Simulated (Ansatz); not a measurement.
One atom moved along a line in C

Theory: Ansatz, DFT LDA, scalar-relativistic, plane waves, PAW. Settings: plane waves to 420 eV, k-mesh 10×10×10 (Γ-centred), Gaussian smearing 0.03 eV. No spin polarisation. Energies are free energies at this smearing, counted from the undisturbed cell; pressure is positive in compression.

The undisturbed cell (relaxed at this level; this form isn't the usual structure):

```yaml
crystal:
  lattice:
    - [0.00000, -4.23330, 0.00000]
    - [-2.44557, -2.11665, -3.35975]
    - [2.44557, -2.11665, -3.35975]
  atoms:
    - { symbol: C, position: [0.83329, 0.50000, 0.50000] }
    - { symbol: C, position: [0.83329, 0.00000, 0.00000] }
    - { symbol: C, position: [0.33329, 0.75000, 0.25000] }
    - { symbol: C, position: [0.33329, 0.25000, 0.75000] }
    - { symbol: C, position: [0.16671, 0.50000, 0.50000] }
    - { symbol: C, position: [0.16671, 0.00000, 0.00000] }
    - { symbol: C, position: [0.66671, 0.75000, 0.25000] }
    - { symbol: C, position: [0.66671, 0.25000, 0.75000] }
```

The cell holds layers and no dispersion correction was added, so their binding is poorly described.

Atom 1 (C) is moved by x along the Cartesian unit vector (0.707, 0.707, 0.000); the cell and all other atoms stay fixed. The cell is metallic on the mesh throughout.

| x (Å) | ΔE (meV/cell) |
| --- | --- |
| -0.1000 | 302.7 |
| -0.0750 | 172.4 |
| -0.0500 | 77.7 |
| -0.0250 | 19.6 |
| 0.0000 | 0.0 |
| 0.0250 | 20.6 |
| 0.0500 | 83.4 |
| 0.0750 | 190.7 |
| 0.0875 | 261.8 |
| 0.1000 | 345.2 |

(1) Predict the pressure (GPa) at each point.

Answers

(1)
```
  x (Å) pressure (GPa)
-0.1000             1.2
-0.0750             0.7
-0.0500             0.3
-0.0250             0.1
 0.0000             0.0
 0.0250             0.1
 0.0500             0.3
 0.0750             0.8
 0.0875             1.1
 0.1000             1.4
```